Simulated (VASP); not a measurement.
# Se (Fd-3m) in VASP: single point with LDA

Aim: the single point of Se with LDA.

All numbers are computed with VASP 6.6.1; they aren't measurements. Logs are shortened: lines on timing, memory, paths and dates and some standing lists are left out, and cuts for length are marked.

## 1. The crystal as given

It takes space group Fd-3m (No. 227, cubic). The conventional cell has a = 6.251 Å, b = 6.251 Å, c = 6.251 Å, α = 90.00°, β = 90.00°, γ = 90.00°. Se (site symmetry -43m) has 4 Se at 2.71 Å as nearest neighbours.

This isn't the form of Se at room conditions, which is trigonal, of chains.

## 2. Single point, LDA

File INCAR:

```
PREC = Accurate
ENCUT = 520
EDIFF = 1E-7
ISMEAR = -1
SIGMA = 0.1
LREAL = F
LASPH = T
NELM = 100
ALGO = Normal
ISIF = 2
LWAVE = F
LCHARG = T
GGA = CA
LELF = T
LVHAR = T
NBANDS = 13
```

File KPOINTS:

```
regular mesh
0
Gamma
  5 5 5
```

File POSCAR:

```
Se
1.0
    0.0000000000      3.1255700000      3.1255700000
    3.1255700000      0.0000000000      3.1255700000
    3.1255700000      3.1255700000      0.0000000000
Se
2
Direct
    0.5000000000      0.5000000000      0.5000000000
    0.7500000000      0.7500000000      0.7500000000
```

Potentials or basis: VASP PAW LDA potentials, release 64 (Se).

Launch:

```console
cat potpaw_LDA.64/Se/POTCAR > POTCAR
mpirun -np 1 vasp_std > vasp.out
```

OUTCAR:

```text
PREC = Accurate
   ENCUT = 520
   EDIFF = 1E-7
   ISMEAR = -1
   LREAL = F
   LASPH = T
   NELM = 100
   ISIF = 2
   GGA = CA

 ion  position               nearest neighbor table
   1  0.500  0.500  0.500-   2 2.71   2 2.71   2 2.71   2 2.71
   2  0.750  0.750  0.750-   1 2.71   1 2.71   1 2.71   1 2.71

  LATTYP: Found a face centered cubic cell.
 ALAT       =     6.2511400000

  Lattice vectors:

 A1 = (   0.0000000000,   3.1255700000,   3.1255700000)
 A2 = (   3.1255700000,   0.0000000000,   3.1255700000)
 A3 = (   3.1255700000,   3.1255700000,   0.0000000000)

Analysis of symmetry for initial positions (statically):
=====================================================================
 Subroutine PRICEL returns:
 Original cell was already a primitive cell.

 Routine SETGRP: Setting up the symmetry group for a
 face centered cubic supercell.

 Subroutine GETGRP returns: Found 48 space group operations
 (whereof 24 operations were pure point group operations)
 out of a pool of 48 trial point group operations.

The static configuration has the point symmetry T_d .
 The point group associated with its full space group is O_h .

Analysis of symmetry for dynamics (positions and initial velocities):
=====================================================================
 Subroutine PRICEL returns:
 Original cell was already a primitive cell.

 Routine SETGRP: Setting up the symmetry group for a
 face centered cubic supercell.

 Subroutine GETGRP returns: Found 48 space group operations
 (whereof 24 operations were pure point group operations)
 out of a pool of 48 trial point group operations.

The dynamic configuration has the point symmetry T_d .
 The point group associated with its full space group is O_h .

 Subroutine INISYM returns: Found 48 space group operations
 (whereof 24 operations are pure point group operations),
 and found     1 'primitive' translations

----------------------------------------------------------------------------------------

                                     Primitive cell

  volume of cell :      61.0686

  direct lattice vectors                    reciprocal lattice vectors
     0.000000000  3.125570000  3.125570000    -0.159970821  0.159970821  0.159970821
     3.125570000  0.000000000  3.125570000     0.159970821 -0.159970821  0.159970821
     3.125570000  3.125570000  0.000000000     0.159970821  0.159970821 -0.159970821

  length of vectors
     4.420223484  4.420223484  4.420223484     0.277077590  0.277077590  0.277077590

  position of ions in fractional coordinates (direct lattice)
     0.500000000  0.500000000  0.500000000
     0.750000000  0.750000000  0.750000000

  ion indices of the primitive-cell ions
   primitive index   ion index
                 1           1
                 2           2

----------------------------------------------------------------------------------------

 KPOINTS: regular mesh

Automatic generation of k-mesh.
 Grid dimensions read from file:
 generate k-points for:    5    5    5

 Generating k-lattice:

  Cartesian coordinates                     Fractional coordinates (reciprocal lattice)
    -0.031994164  0.031994164  0.031994164     0.200000000  0.000000000  0.000000000
     0.031994164 -0.031994164  0.031994164     0.000000000  0.200000000  0.000000000
     0.031994164  0.031994164 -0.031994164     0.000000000  0.000000000  0.200000000

  Length of vectors
     0.055415518  0.055415518  0.055415518

  Shift w.r.t. Gamma in fractional coordinates (k-lattice)
     0.000000000  0.000000000  0.000000000

 Subroutine IBZKPT returns following result:
 ===========================================

 Found     10 irreducible k-points:

 Following reciprocal coordinates:
            Coordinates               Weight
  0.000000  0.000000  0.000000      1.000000
  0.200000  0.000000  0.000000      8.000000
  0.400000  0.000000  0.000000      8.000000
  0.200000  0.200000  0.000000      6.000000
  0.400000  0.200000  0.000000     24.000000
 -0.400000  0.200000  0.000000     24.000000
 -0.200000  0.200000  0.000000     12.000000
  0.400000  0.400000  0.000000      6.000000
 -0.400000  0.400000  0.000000     12.000000
 -0.400000  0.400000  0.200000     24.000000
   k-points           NKPTS =     10   k-points in BZ     NKDIM =     10   number of bands    NBANDS=     13
   number of dos      NEDOS =    301   number of ions     NIONS =      2
   total plane-waves  NPLWV =  46656
   dimension x,y,z NGX =    36 NGY =   36 NGZ =   36
   dimension x,y,z NGXF=    72 NGYF=   72 NGZF=   72
   ions per type =               2
   NGX,Y,Z   is equivalent  to a cutoff of  13.54, 13.54, 13.54 a.u.
   NGXF,Y,Z  is equivalent  to a cutoff of  27.08, 27.08, 27.08 a.u.
 SYSTEM =  unknown system
   PREC   = accura    normal or accurate (medium, high low for compatibility)
   ISTART =      0    job   : 0-new  1-cont  2-samecut
   ICHARG =      2    charge: 1-file 2-atom 10-const
   ISPIN  =      1    spin polarized calculation?
   LNONCOLLINEAR =      F non collinear calculations
   LSORBIT =      F    spin-orbit coupling
   LASPH  =      T    aspherical Exc in radial PAW
   ENCUT  =  520.0 eV  38.22 Ry    6.18 a.u.   8.22  8.22  8.22*2*pi/ulx,y,z
   NELM   =    100;   NELMIN=  2; NELMDL= -5     # of ELM steps
   EDIFF  = 0.1E-06   stopping-criterion for ELM
   LREAL  =      F    real-space projection
   EDIFFG = 0.1E-05   stopping-criterion for IOM
   NSW    =      0    number of steps for IOM
   IBRION =     -1    ionic relax: 0-MD 1-quasi-New 2-CG
   NFREE  =      0    steps in history (QN), initial steepest desc. (CG)
   ISIF   =      2    stress and relaxation
   ISYM   =      2    0-nonsym 1-usesym 2-fastsym
   POTIM  = 0.5000    time-step for ionic-motion
   TEBEG  =    0.0;   TEEND  =   0.0 temperature during run
   PSTRESS=    0.0 pullay stress
   NELECT =      12.0000    total number of electrons
   NUPDOWN=      -1.0000    fix difference up-down
   EMIN   =  10.00;   EMAX   =-10.00  energy-range for DOS
   EFERMI =   0.00;   METHOD = LEGACY
   ISMEAR =    -1;   SIGMA  =   0.10  broadening in eV -4-tet -1-fermi 0-gaus
   EFERMI_NEDOS =   21; number of points for ismear=-14 and -15
   IALGO  =     38    algorithm
   IMIX   =      4    mixing-type and parameters
     AMIX     =   0.40;   BMIX     =  1.00
     AMIX_MAG =   1.60;   BMIX_MAG =  1.00
  volume/ion in A,a.u.               =      30.53       206.06
  Fermi-wavevector in a.u.,A,eV,Ry     =   0.951764  1.798573 12.324906  0.905855
  Thomas-Fermi vector in A             =   2.080265
   LORBIT       =      0    0 simple, 1 ext, 2 COOP (PROOUT), +10 PAW based schemes
   GGA     = CA    functional components
   LHFCALC =     F    Hartree Fock is set to
   AEXX    =    0.0000 exact exchange contribution
   IVDW    =     0    specifies the selected vdW correction
   LEPSILON=     F    determine dielectric tensor
   LRPA    =     F    only Hartree local field effects (RPA)
 non-spin polarized calculation
  energy-cutoff  :      520.00
  volume of cell :       61.07
 maximum number of plane-waves:      1654
 NGX is ok and might be reduce to    36
   NGX = 17   NGY = 17   NGZ = 17

 number of electron      11.9999997 magnetization

 Free energy of the ion-electron system (eV)
  ---------------------------------------------------
  ext. energy  EPLUGINS =         0.00000000
  ---------------------------------------------------
  free energy    TOTEN  =        -7.21881179 eV

  energy without entropy =       -7.15326894  energy(sigma->0) =       -7.18604037

 E-fermi :   2.2756     XC(G=0):  -8.6670

 val. band max:        2.0729731488   @ k =  -0.2000   0.2000   0.0000
 cond. band min:       2.3094700237   @ k =  -0.4000   0.2000   0.0000
 fundamental gap:      0.2364968748
 Fermi energy:         2.2755687334

 k-point     1 :       0.0000    0.0000    0.0000
  band No.  band energies     occupation
      1     -13.2117      2.00000
      2      -7.8984      2.00000
      3      -1.2195      2.00000
      4      -1.2195      2.00000
      5      -1.2195      2.00000
      6       1.4777      1.99931
      7       1.4777      1.99931
      8       1.4777      1.99931
      9       6.3621      0.00000
     10       9.8874      0.00000
     11       9.8874      0.00000
     12      11.6984      0.00000
     13      11.6984      0.00000

 k-point     2 :       0.2000    0.0000    0.0000
  band No.  band energies     occupation
      1     -12.9475      2.00000
      2      -8.5295      2.00000
      3      -1.5267      2.00000
      4      -1.5267      2.00000
      5      -1.4342      2.00000
      6       1.9438      1.93003
      7       1.9438      1.93003
      8       2.0596      1.79310
      9       7.4949      0.00000
     10       9.2432      0.00000
     11       9.2432      0.00000
     12      10.9458      0.00000
     13      13.6396      0.00000

 k-point     3 :       0.4000    0.0000    0.0000
  band No.  band energies     occupation
      1     -12.3441      2.00000
      2      -9.6384      2.00000
      3      -1.8910      2.00000
      4      -1.8910      2.00000
      5      -1.8727      2.00000
      6       2.4971      0.19674
      7       2.4971      0.19674
      8       3.6564      0.00000
      9       8.4669      0.00000
     10       9.7486      0.00000
     11       9.7486      0.00000
     12       9.8580      0.00000
     13      12.7857      0.00000
[... 81 lines left out ...]
 k-point     9 :      -0.4000    0.4000    0.0000
  band No.  band energies     occupation
      1     -11.3307      2.00000
      2     -10.8924      2.00000
      3      -3.1103      2.00000
      4      -2.5984      2.00000
      5       0.1576      2.00000
      6       1.2349      1.99994
      7       4.1161      0.00000
      8       4.1215      0.00000
      9       7.6006      0.00000
     10       8.9596      0.00000
     11      10.5851      0.00000
     12      13.3560      0.00000
     13      13.8058      0.00000

 k-point    10 :      -0.4000    0.4000    0.2000
  band No.  band energies     occupation
      1     -11.6832      2.00000
      2     -10.4932      2.00000
      3      -3.0883      2.00000
      4      -2.6407      2.00000
      5       0.4264      2.00000
      6       1.4537      1.99946
      7       3.6629      0.00000
      8       3.7881      0.00000
      9       8.0136      0.00000
     10       8.3140      0.00000
     11      10.9683      0.00000
     12      12.5537      0.00000
     13      13.8621      0.00000

------------------------ aborting loop because EDIFF is reached ----------------------------------------

  FORCE on cell =-STRESS in cart. coord.  units (eV):
  Direction    XX          YY          ZZ          XY          YZ          ZX
  --------------------------------------------------------------------------------------
  -------------------------------------------------------------------------------------
  Total       -0.6422734     -0.6422734     -0.6422734      0.0000000      0.0000000      0.0000000
  in kB      -16.8505006    -16.8505006    -16.8505006      0.0000000      0.0000000      0.0000000
  external PRESSURE =     -16.8505006 kB  Pullay stress =       0.0000000 kB

 VOLUME and BASIS-vectors are now :
 -----------------------------------------------------------------------------
  energy-cutoff  :      520.00
  volume of cell :       61.07
      direct lattice vectors                 reciprocal lattice vectors
     0.000000000  3.125570000  3.125570000    -0.159970821  0.159970821  0.159970821
     3.125570000  0.000000000  3.125570000     0.159970821 -0.159970821  0.159970821
     3.125570000  3.125570000  0.000000000     0.159970821  0.159970821 -0.159970821

 POSITION                                       TOTAL-FORCE (eV/Angst)
 -----------------------------------------------------------------------------------
      3.12557      3.12557      3.12557         0.000000      0.000000      0.000000
      4.68836      4.68836      4.68836        -0.000000     -0.000000     -0.000000
 -----------------------------------------------------------------------------------
    total drift:                                0.000000      0.000000      0.000000

  FREE ENERGIE OF THE ION-ELECTRON SYSTEM (eV)
  ---------------------------------------------------
  free  energy   TOTEN  =        -7.2188117864 eV

  energy  without entropy=       -7.1532689443  energy(sigma->0) =       -7.18604037
```

It used 5.2 s of CPU time on 1 thread of Intel(R) Xeon(R) Platinum 8559C (Emerald Rapids), on a shared host, which was overloaded at the time.

What came out:

```yaml
Free_energy: -7.2188 eV
Pressure: -1.7 GPa
Band_gap_on_the_k_mesh: none (metal or under the smearing width)
```

Levels at points of the mesh, in eV from the Fermi level:
| k point | band 2 | band 3 | band 4 | band 5 | band 6 | band 7 | band 8 | band 9 | band 10 | band 11 |
| --- | --- | --- | --- | --- | --- | --- | --- | --- | --- | --- |
| (0.00, 0.00, 0.00) | -10.17 | -3.50 | -3.50 | -3.50 | -0.80 | -0.80 | -0.80 | 4.09 | 7.61 | 7.61 |
